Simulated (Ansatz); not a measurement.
Results of PBEsol in Ansatz (PAW) for rock-salt NaBr.

Settings: plane-wave cutoff 520 eV, 10×10×10 k mesh, Fermi–Dirac smearing 0.01 eV, scalar-relativistic PAW data made under PBE.

Properties against volume:

```json
[
 {"V (Å³/atom)": "24.470", "P (GPa)": "1.54", "direct gap at Γ (eV)": "4.253"},
 {"V (Å³/atom)": "24.990", "P (GPa)": "0.96", "direct gap at Γ (eV)": "4.187"},
 {"V (Å³/atom)": "25.511", "P (GPa)": "0.45", "direct gap at Γ (eV)": "4.125"},
 {"V (Å³/atom)": "26.031", "P (GPa)": "0.00", "direct gap at Γ (eV)": "4.067"},
 {"V (Å³/atom)": "26.552", "P (GPa)": "-0.41", "direct gap at Γ (eV)": "4.011"},
 {"V (Å³/atom)": "27.073", "P (GPa)": "-0.77", "direct gap at Γ (eV)": "3.959"},
 {"V (Å³/atom)": "27.593", "P (GPa)": "-1.09", "direct gap at Γ (eV)": "3.909"}
]
```

A straight line through the gaps at Γ against ln V gives a volume deformation potential dE_g(Γ)/d ln V of -2.9 eV: the gap at Γ widens under compression.

Measured, for comparison: band gap 7.1 eV (temperature not stated, no zero-point or thermal correction; as tabulated in Aguado et al. (1998), arXiv:cond-mat/9809176).

Spin–orbit coupling is not included.

Ansatz is an electronic-structure program.
